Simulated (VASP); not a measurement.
# C (Diamond): how cutoff and mesh change the relaxed cell, part 2 of 2

Aim: test the relaxed volume of C (Diamond) against cutoff and mesh. The starting structure is a measured crystal structure from the Crystallography Open Database. The first relaxation on each setting starts from this cell expanded by 3 % in volume.

VASP 6.6.1.

Results so far: reference 5.62 Å³ an atom; a cutoff of 400 eV 5.57 Å³ an atom; a 6×6×6 mesh 5.62 Å³ an atom.

**5. Relaxation with a cutoff of 680 eV**

Level of this step: PBEsol; plane waves and PAW (C) (VASP).

Against step 2 the input has ENCUT = 680. This run starts from the cell of an earlier relaxation, which isn't shown; the restart sets up the plane waves anew.

File INCAR:

```
SYSTEM = C
PREC = Accurate
ENCUT = 680
EDIFF = 1E-06
NELM = 100
ISMEAR = 0
SIGMA = 0.03
LREAL = .FALSE.
ALGO = Normal
GGA = PS
NBANDS = 10
LORBIT = 11
LWAVE = .FALSE.
LCHARG = .FALSE.
KPAR = 4
IBRION = 2
NSW = 50
ISIF = 3
EDIFFG = -0.006
```

File POSCAR:

```
C
1.0
    0.0000000000      1.7769523775      1.7769523775
    1.7769523775      0.0000000000      1.7769523775
    1.7769523775      1.7769523775      0.0000000000
C
2
Direct
    0.7500000000      0.7500000000      0.7500000000
    0.5000000000      0.5000000000      0.5000000000
```

File KPOINTS:

```
Automatic mesh
0
Gamma
10 10 10
0 0 0
```

PAW data sets: C (PBE family, release 64).

Launch:

```sh
> mpirun -np 4 vasp_std
```

The log of the run:

```text
[... set-up lines as in an earlier step ...]
 entering main loop
       N       E                     dE             d eps       ncg     rms          rms(c)
DAV:   1     0.581948055490E+01    0.58195E+01   -0.55450E+03   956   0.946E+02
DAV:   2    -0.193997127763E+02   -0.25219E+02   -0.24285E+02  1284   0.151E+02
DAV:   3    -0.199406968736E+02   -0.54098E+00   -0.53963E+00  1122   0.179E+01
DAV:   4    -0.199418844425E+02   -0.11876E-02   -0.11875E-02  1044   0.924E-01
[...]
DAV:   9    -0.192592549406E+02   -0.15154E-04   -0.15800E-05  1146   0.387E-02    0.205E-02
DAV:  10    -0.192592629517E+02   -0.80110E-05   -0.33753E-06   992   0.178E-02    0.416E-03
DAV:  11    -0.192592627914E+02    0.16023E-06   -0.64201E-08   542   0.248E-03
   1 F= -.19259263E+02 E0= -.19259263E+02  d E =-.192593E+02
[...]
reached required accuracy - stopping structural energy minimisation
```

Wall time 2.4 s (4 MPI ranks of Intel Xeon Platinum 8259CL at 2.50GHz (Skylake/Cascade Lake), shared host); peak memory 0.49 GiB; 7.7 s of CPU time.

OUTCAR, selected parts (step 5):

```text
  Total        0.0102216      0.0102216      0.0102216     -0.0000000     -0.0000000      0.0000000
  in kB        1.4593944      1.4593944      1.4593944     -0.0000000     -0.0000000      0.0000000
  external PRESSURE =       1.4593944 kB  Pullay stress =       0.0000000 kB

 POSITION                                       TOTAL-FORCE (eV/Angst)
 -----------------------------------------------------------------------------------
      2.66543      2.66543      2.66543        -0.000000     -0.000000     -0.000000
      1.77695      1.77695      1.77695         0.000000      0.000000      0.000000
 -----------------------------------------------------------------------------------
    total drift:                                0.000000      0.000000      0.000000

  FREE ENERGIE OF THE ION-ELECTRON SYSTEM (eV)
  ---------------------------------------------------
  free  energy   TOTEN  =       -19.2592627914 eV

  energy  without entropy=      -19.2592627914  energy(sigma->0) =      -19.25926279

[... 2 parts as in an earlier step ...]

[... 2 further parts left out ...]
[key lines of the parts left out:]
E-fermi :  10.0303
```

With a cutoff of 680 eV the cell ends at 5.611 Å³ an atom, -0.23 % from the reference; the bulk modulus is 452.8 GPa against 451.2 GPa.

**6. Relaxation with a 14×14×14 mesh**

Against step 2 the input has a 14×14×14 mesh. This run starts from the cell of an earlier relaxation, which isn't shown; the restart sets up the plane waves anew.

INCAR, as its differences from that of step 5:

```diff
@@ -2,3 +2,3 @@
 PREC = Accurate
-ENCUT = 680
+ENCUT = 520
 EDIFF = 1E-06
```

File POSCAR:

```
C
1.0
    0.0000000000      1.7780044070      1.7780044070
    1.7780044070      0.0000000000      1.7780044070
    1.7780044070      1.7780044070      0.0000000000
C
2
Direct
    0.7500000000      0.7500000000      0.7500000000
    0.5000000000      0.5000000000      0.5000000000
```

File KPOINTS:

```
Automatic mesh
0
Gamma
14 14 14
0 0 0
```

Launch:

```sh
> mpirun -np 4 vasp_std
```

The log of the run:

```text
[... set-up lines as in an earlier step ...]
 entering main loop
       N       E                     dE             d eps       ncg     rms          rms(c)
DAV:   1    -0.996692213387E+00   -0.99669E+00   -0.49446E+03  2218   0.773E+02
DAV:   2    -0.196282521419E+02   -0.18632E+02   -0.18156E+02  2832   0.126E+02
DAV:   3    -0.199301556077E+02   -0.30190E+00   -0.30134E+00  2456   0.131E+01
DAV:   4    -0.199306500931E+02   -0.49449E-03   -0.49444E-03  2216   0.637E-01
[...]
DAV:   9    -0.192498327475E+02   -0.15462E-04   -0.15535E-05  2550   0.378E-02    0.206E-02
DAV:  10    -0.192498404406E+02   -0.76931E-05   -0.33466E-06  2202   0.176E-02    0.420E-03
DAV:  11    -0.192498403005E+02    0.14004E-06   -0.64945E-08  1164   0.247E-03
   1 F= -.19249840E+02 E0= -.19249840E+02  d E =-.192498E+02
[...]
N       E                     dE             d eps       ncg     rms          rms(c)
DAV:   1    -0.192498453122E+02   -0.48716E-05   -0.47764E-04  2230   0.193E-01    0.201E-02
DAV:   2    -0.192498393990E+02    0.59132E-05   -0.60429E-06  2242   0.207E-02    0.110E-02
DAV:   3    -0.192498368620E+02    0.25370E-05   -0.40056E-06  2204   0.146E-02    0.161E-03
DAV:   4    -0.192498368322E+02    0.29791E-07   -0.48023E-08  1052   0.212E-03
   2 F= -.19249837E+02 E0= -.19249837E+02  d E =0.346830E-05
 trial-energy change:    0.000003  1 .order    0.000003   -0.000024    0.000031
 step:   0.4384(harm=  0.4384)  dis= 0.00000  next Energy=   -19.249846 (dE=-0.524E-05)
[...]
N       E                     dE             d eps       ncg     rms          rms(c)
DAV:   1    -0.192498477682E+02   -0.10906E-04   -0.14941E-04  2242   0.108E-01    0.112E-02
DAV:   2    -0.192498460081E+02    0.17602E-05   -0.18801E-06  2106   0.116E-02    0.618E-03
DAV:   3    -0.192498453942E+02    0.61388E-06   -0.12296E-06  1618   0.815E-03
   3 F= -.19249845E+02 E0= -.19249845E+02  d E =-.509367E-05
[...]
reached required accuracy - stopping structural energy minimisation
```

Wall time 7.6 s (4 MPI ranks); peak memory 0.49 GiB; 28 s of CPU time.

From OUTCAR (step 6):

```text
  Total        0.0000461      0.0000461      0.0000461     -0.0000000     -0.0000000      0.0000000
  in kB        0.0065730      0.0065730      0.0065730     -0.0000000     -0.0000000      0.0000000
  external PRESSURE =       0.0065730 kB  Pullay stress =       0.0000000 kB

 POSITION                                       TOTAL-FORCE (eV/Angst)
 -----------------------------------------------------------------------------------
      2.66752      2.66752      2.66752        -0.000000      0.000000      0.000000
      1.77835      1.77835      1.77835         0.000000     -0.000000     -0.000000
 -----------------------------------------------------------------------------------
    total drift:                                0.000000     -0.000000      0.000000

  FREE ENERGIE OF THE ION-ELECTRON SYSTEM (eV)
  ---------------------------------------------------
  free  energy   TOTEN  =       -19.2498453942 eV

  energy  without entropy=      -19.2498453942  energy(sigma->0) =      -19.24984539

[... 1 part as in an earlier step ...]

[... 3 further parts left out ...]
[key lines of the parts left out:]
E-fermi :  10.0084
```

With a 14×14×14 mesh the cell ends at 5.624 Å³ an atom, +0.00 % from the reference; the bulk modulus is 451.2 GPa against 451.2 GPa.

**7. All runs side by side**

```tsv
run	volume (Å³/atom)	change (%)	bulk modulus (GPa)	pressure left (GPa)	core minutes
reference	5.624	-	451.2	0.0	0.627
a cutoff of 400 eV	5.571	-0.95	469.7	-0.01	0.373
a 6×6×6 mesh	5.625	0.02	451.4	0.0	0.333
a cutoff of 680 eV	5.611	-0.23	452.8	0.15	0.533
a 14×14×14 mesh	5.624	0.0	451.2	0.0	1.05
```

Core minutes are wall time times ranks, summed over the relaxations behind a row (those for a bulk modulus apart), on shared hosts.

**8. What came out**

| Property | Result |
| --- | --- |
| volume of the reference | 5.624 Å³/atom |
| volume against the reference, a cutoff of 400 eV | -0.95 % |
| volume against the reference, a 6×6×6 mesh | +0.02 % |
| volume against the reference, a cutoff of 680 eV | -0.23 % |
| volume against the reference, a 14×14×14 mesh | +0.00 % |

The volume moves most with a cutoff of 400 eV: -0.95 % against the reference (520 eV, 10×10×10 mesh). On finer settings it changes by -0.23 % with a cutoff of 680 eV and +0.00 % with a 14×14×14 mesh. The relaxations stop with up to 0.15 GPa left, which at the bulk modulus found here is 0.03 % of the volume. A cell that shrinks at the lower cutoff is the usual mark of Pulay stress, the error that a plane-wave basis makes when it is kept while the volume changes. The bulk modulus is more sensitive: it changes by +4.1 % with a cutoff of 400 eV. Further runs on this material are not shown.

[Lines on the potential files, build, host, timing and source positions are cut from VASP's logs without a mark.]

[Logs are printed without paths, hosts, clocks, repeated set-up lines and the standing remarks that a program may print on its own settings, such as how far it seeks lower states.]

[Hosts, paths, dates, database ids (printed as entryN), source tags and the programs' standing remarks are cut or masked in the printed files.]
